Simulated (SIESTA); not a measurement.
Here is a SIESTA 5.4.2 calculation.

Contents of ZnO.fdf:

```
SystemName                      zincite
SystemLabel                     ZnO
NumberOfSpecies                 2
NumberOfAtoms                   4
%block ChemicalSpeciesLabel
  1  30 Zn
  2   8 O
%endblock ChemicalSpeciesLabel

LatticeConstant                 1.0 Ang
%block LatticeVectors
     3.2493080000     0.0000000000     0.0000000000
    -1.6246540000     2.8139832727     0.0000000000
     0.0000000000     0.0000000000     5.2057090000
%endblock LatticeVectors
AtomicCoordinatesFormat         Fractional
%block AtomicCoordinatesAndAtomicSpecies
     0.6666666667     0.3333333333     0.0000000000  1  Zn
     0.3333333333     0.6666666667     0.5000000000  1  Zn
     0.3333333333     0.6666666667     0.8790100000  2  O
     0.6666666667     0.3333333333     0.3790100000  2  O
%endblock AtomicCoordinatesAndAtomicSpecies

%block kgrid.MonkhorstPack
    9   0   0  0.0
    0   9   0  0.0
    0   0   5  0.0
%endblock kgrid.MonkhorstPack
XC.Functional                   GGA
XC.Authors                      BLYP
PAO.BasisSize                   DZP
PAO.EnergyShift                 0.003 Ry
Mesh.Cutoff                     800 Ry
OccupationFunction              FD
ElectronicTemperature           0.05 eV
MaxSCFIterations                120
SCF.MustConverge                false
SCF.Mixer.Method                Pulay
SCF.Mixer.Weight                0.25
SCF.Mixer.History               8
SCF.DM.Tolerance                5.0e-05
SCF.H.Tolerance                 1.0e-03 eV
WriteForces                     true
Charge.Mulliken                 end
BandLinesScale                  ReciprocalLatticeVectors
%block BandLines
    1    0.000000   0.000000   0.000000  \Gamma
   11    0.500000   0.000000   0.000000  M
    7    0.333333   0.333333   0.000000  K
   13    0.000000   0.000000   0.000000  \Gamma
    6    0.000000   0.000000   0.500000  A
   11    0.500000   0.000000   0.500000  L
    7    0.333333   0.333333   0.500000  H
   13    0.000000   0.000000   0.500000  A
    1    0.500000   0.000000   0.500000  L
    6    0.500000   0.000000   0.000000  M
    1    0.333333   0.333333   0.000000  K
    6    0.333333   0.333333   0.500000  H
%endblock BandLines
%block PAO.Basis
  Zn 5
  n=3 0 2
    2.271 0.000
  n=4 0 2
    6.304 0.000
  n=3 1 2
    2.537 0.000
  n=4 1 1
    6.304
  n=3 2 2
    4.206 0.000
%endblock PAO.Basis
```

Potentials or basis: PseudoDojo 0.4 standard (PBE files), DZP (energy shift 0.003 Ry; two zetas on semicore shells).

Command:

```bash
$ siesta < ZnO.fdf > ZnO.out 2>&1
```

Estimate the pressure.

10.3 GPa.

Estimate the band gap on the k mesh.

1.13 eV, direct.

Predict the band gap along the path.

1.13 eV, direct.

Levels at the corners of the path, in eV from the valence-band top:
```
point  band 24  band 25  band 26  band 27  band 28  band 29
    Γ    -0.05     0.00     0.00     1.13     5.58     8.66
    M    -2.26    -1.28    -0.83     6.14     7.31     8.16
    K    -1.92    -1.92    -1.70     8.14     8.14     8.54
    Γ    -0.05     0.00     0.00     1.13     5.58     8.66
    A    -0.40    -0.40    -0.40     3.81     3.81    10.76
    L    -1.50    -1.36    -1.36     6.11     6.11     8.87
    H    -2.69    -1.23    -1.23     8.44     8.44     8.49
    A    -0.40    -0.40    -0.40     3.81     3.81    10.76
    L    -1.50    -1.36    -1.36     6.11     6.11     8.87
    M    -2.26    -1.28    -0.83     6.14     7.31     8.16
    K    -1.92    -1.92    -1.70     8.14     8.14     8.54
    H    -2.69    -1.23    -1.23     8.44     8.44     8.49
```

Caveat: short orbitals over semicore shells can move pressures by several GPa; the valence orbitals were made in a potential fitted to the semicore shell under them, which widens gaps by tenths of an eV or more; the potentials were made for another functional, which shifts forces and pressure; the basis of atomic orbitals isn't converged, which shifts pressures, moduli and gaps.

**Experimental background.**

From “Electronic structure of alkaline earth and post-transition metal oxides”, 2009, arxiv:0908.1581, for a bulk crystal of ZnO: band gap 3.37 eV.

Measured gap of ZnO: 3.37 eV (quoted in “Electronic structure of alkaline earth and post-transition metal oxides”, 2009, arxiv:0908.1581). This calculation gives 1.13 eV (-2.24 eV). So large a miss can be the level of theory's own, or it may mean another phase, state or a wrong row. The value is that of BLYP in an atomic basis (PseudoDojo 0.4 standard (PBE files), DZP (energy shift 0.003 Ry; two zetas on semicore shells)), whose error adds to the functional's,, without temperature or zero-point motion. Semilocal functionals fall short of measured gaps as a rule.
